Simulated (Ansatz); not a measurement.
**CdSe: field gradients at two levels of theory**

Cell: an entry of the Crystallography Open Database (COD), its atoms then relaxed with PBE in this cell.

```
CELL_PARAMETERS angstrom
4.29900 0.00000 0.00000
-2.14950 3.72304 0.00000
0.00000 0.00000 7.01000
ATOMIC_POSITIONS crystal
Cd 0.33333 0.66667 0.00048
Cd 0.66667 0.33333 0.50048
Se 0.33333 0.66667 0.37631
Se 0.66667 0.33333 0.87631
```

Atom numbers follow the list; atoms alike are taken as one site, whose name carries the number of the first.

First run. The numbers come from a DFT calculation in Ansatz (PBE, plane waves and PAW, scalar-relativistic, 420 eV cutoff, Γ-centred 12×12×6 k-points, Fermi–Dirac smearing 0.02 eV).

```
site  atom  V_zz (10²¹ V/m²)     η
  Cd     1              0.17  0.00
  Se     3              0.15  0.00
```

Second run. The same atoms and settings, except that the functional is PBEsol.

Problem. What does the second run give?

Solution. 

| site | atom | V_zz | η | change of V_zz |
| --- | --- | --- | --- | --- |
| Cd | 1 | 0.16 | 0.00 | -0.01 |
| Se | 3 | 0.15 | 0.00 | 0.00 |

No V_zz moves by more than 0.02.

Without spin–orbit coupling (the program notes it for Cd) the gradients can shift somewhat, as the gap is small.
